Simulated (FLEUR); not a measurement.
# Al (Fm-3m) in FLEUR: notebook, part 2 of 2

FLEUR MaX-R8.1 (later development tree). Earlier steps stand in the parts before.

## (5) Equation of state, PBE, 16.60 Å³/atom

File inp.xml:

```xml
<?xml version="1.0" encoding="UTF-8" standalone="no"?>
<fleurInput fleurInputVersion="0.39">
   <comment>
      Al                                                                                                  
   </comment>
   <calculationSetup>
      <cutoffs Kmax="4.0" Gmax="20.0" GmaxXC="20.0" numbands="0"/>
      <scfLoop itmax="60" minDistance="0.00001" maxIterBroyd="15" imix="Anderson" alpha="0.05" precondParam="0.0" spinf="2.0" sdNocoIR="T"/>
      <coreElectrons ctail="T" frcor="F" kcrel="0" coretail_lmax="0"/>
      <xcFunctional name="pbe" relativisticCorrections="F"/>
      <magnetism jspins="1"/>
      <soc l_soc="F" theta="0.0" phi="0.0" spav="F"/>
      <expertModes spex="0" secvar="F"/>
      <geometryOptimization l_f="F" forcealpha="1.0" forcemix="BFGS" epsdisp="0.00001" epsforce="0.00001"/>
      <ldaU l_linMix="F" mixParam="0.05" spinf="1.0"/>
   </calculationSetup>
   <cell>
      <bzIntegration valenceElectrons="11.0" mode="hist" fermiSmearingEnergy="0.00183747">
         <kPointListSelection listName="default-1"/>
         <!-- k-points included here -->
         <xi:include xmlns:xi="http://www.w3.org/2001/XInclude" href="kpts.xml"> </xi:include>
      </bzIntegration>
      <!-- symmetry operations included here -->
      <xi:include xmlns:xi="http://www.w3.org/2001/XInclude" href="sym.xml"> </xi:include>
      <bulkLattice scale="1.0000000000">
         <bravaisMatrix>
            <row-1>    0.0000000000000000     3.8263269057207032     3.8263269057207032</row-1>
            <row-2>    3.8263269057207032     0.0000000000000000     3.8263269057207032</row-2>
            <row-3>    3.8263269057207032     3.8263269057207032     0.0000000000000000</row-3>
         </bravaisMatrix>
      </bulkLattice>
   </cell>
   <atomSpecies>
      <species name="Aluminum (Al)" element="Al" atomicNumber="13">
         <mtSphere radius="2.45" gridPoints="829" logIncrement="0.014"/>
         <atomicCutoffs lmax="7" lnonsphr="5"/>
         <electronConfig flipSpins="F">
            <coreConfig>(1s1/2)</coreConfig>
            <valenceConfig>(2s1/2) (2p1/2) (2p3/2) (3s1/2) (3p1/2) (3p3/2)</valenceConfig>
            <stateOccupation state="(3p1/2)" spinUp="0.166667" spinDown="0.166667"/>
            <stateOccupation state="(3p3/2)" spinUp="0.333333" spinDown="0.333333"/>
         </electronConfig>
         <energyParameters s="3" p="3" d="3" f="4"/>
         <lo type="SCLO" l="0" n="2" eDeriv="0"/>
         <lo type="SCLO" l="1" n="2" eDeriv="0"/>
         <lo type="SCLO" l="2" n="3" eDeriv="2"/>
         <lo type="SCLO" l="3" n="4" eDeriv="2"/>
      </species>
   </atomSpecies>
   <atomGroups>
      <atomGroup species="Aluminum (Al)">
         <relPos label="                   1">.0000000000 .0000000000 .0000000000</relPos>
         <force calculate="T" relaxXYZ="TTT"/>
      </atomGroup>
   </atomGroups>
   <output dos="F" band="F" slice="F">
      <checks vchk="F" cdinf="F"/>
      <bandDOS minEnergy="-.5*Htr" maxEnergy="0.5*Htr" sigma="0.015" storeEVData="T"/>
      <vacuumDOS vacdos="F" integ="F" star="F" nstars="0" locx1="0.0" locy1="0.0" locx2="0.0" locy2="0.0" nstm="0" tworkf="0.0"/>
      <unfoldingBand unfoldBand="F" supercellX="1" supercellY="1" supercellZ="1"/>
      <plotting iplot="0" polar="F">
         <plot TwoD="T" vec1="  1.0  0.0  0.0" vec2="  0.0  1.0  0.0" vec3="  0.0  0.0  1.0" zero="  0.0  0.0  0.0" file="plot"/>
      </plotting>
      <chargeDensitySlicing numkpt="0" minEigenval="0.0" maxEigenval="0.0" nnne="0" pallst="F"/>
      <specialOutput eonly="F"/>
      <moessbauerParams electricFieldGradient="T" isomerShift="T" coreHyperfine="T" valenceHyperfine="T"/>
      <magneticCircularDichroism mcd="F" energyLo="-10.0" energyUp="0.0"/>
   </output>
  <!-- We include the file relax.xml here to enable relaxations (see documentation) -->
  <xi:include xmlns:xi="http://www.w3.org/2001/XInclude" href="relax.xml"> <xi:fallback/> </xi:include>
</fleurInput>
```

Started as:

```sh
$ inpgen -f crystal.txt -profile fast
$ # inp.xml edited to the form shown
$ fleur_MPI
```

Wall time 7.1 s (1 thread of Arm Neoverse V1, shared host); peak memory 0.08 GiB.

The run converged. Its results:

- Free energy: -6607.5356 eV
- Band gap on the k mesh: none (metal or under the smearing width)
- Valence electrons inside the program's atomic spheres: Al 9.70 (radii Al 2.45 bohr)

## (6) Equation of state, PBE, 17.27 Å³/atom (volume scaled by 1.04)

inp.xml: that of step 5 with these lines changed.

```diff
@@ -24,3 +24,3 @@
       <xi:include xmlns:xi="http://www.w3.org/2001/XInclude" href="sym.xml"> </xi:include>
-      <bulkLattice scale="1.0000000000">
+      <bulkLattice scale="1.0131594038">
          <bravaisMatrix>
```

Potentials or basis: all-electron, FLAPW.

Started as:

```sh
$ inpgen -f crystal.txt -profile fast
$ # inp.xml edited to the form shown
$ fleur_MPI
```

It took 7.2 s on 1 thread of Arm Neoverse V1, shared host; peak memory 0.08 GiB.

The run converged. Its results:

```
Free energy                                           : -6607.5280 eV
Band gap on the k mesh                                : none (metal or under the smearing width)
Valence electrons inside the program's atomic spheres : Al 9.65 (radii Al 2.45 bohr)
```

## (7) Equation of state, PBE, 17.60 Å³/atom (volume scaled by 1.06)

inp.xml: that of step 6 with these lines changed.

```diff
@@ -24,3 +24,3 @@
       <xi:include xmlns:xi="http://www.w3.org/2001/XInclude" href="sym.xml"> </xi:include>
-      <bulkLattice scale="1.0131594038">
+      <bulkLattice scale="1.0196128224">
          <bravaisMatrix>
```

Started as:

```sh
$ inpgen -f crystal.txt -profile fast
$ # inp.xml edited to the form shown
$ fleur_MPI
```

Wall time 7.3 s (1 thread of Arm Neoverse V1, shared host); peak memory 0.08 GiB.

It converged, with:

| Quantity | Value |
| --- | --- |
| Free energy | -6607.5203 eV |
| Band gap on the k mesh | none (metal or under the smearing width) |
| Valence electrons inside the program's atomic spheres | Al 9.63 (radii Al 2.45 bohr) |

## (8) Equation of state, PBE

Potentials or basis: all-electron, FLAPW.

No new run: the results of the series are fitted here.

What came out:

```
Equilibrium volume                      : 16.52 Å³/atom
Bulk modulus                            : 79 GPa
Pressure derivative of the bulk modulus : 4.4 (rough: it moves with the points fitted)
```

Energy against volume, from the lowest point:
| volume (Å³/atom) | energy (meV/atom) |
| --- | --- |
| 15.607 | 13.84 |
| 15.939 | 5.38 |
| 16.603 | 0.00 |
| 17.267 | 7.51 |
| 17.599 | 15.26 |

Caveat: small basis for a fit.

## (9) Comparison with measurements

Step 8. A measured bulk modulus of Al is 76.9 GPa (quoted in “The interpretation of polycrystalline coherent inelastic neutron scattering from aluminium”, 2013, pmc:3831299); the calculated 79 GPa misses it by +2.6 %. The fit is for a static lattice scaled at fixed shape and fixed fractional positions. The cell as given is a measured one (16.60 Å³/atom); PBE puts the equilibrium volume -0.5 % from it, thermal expansion not counted.
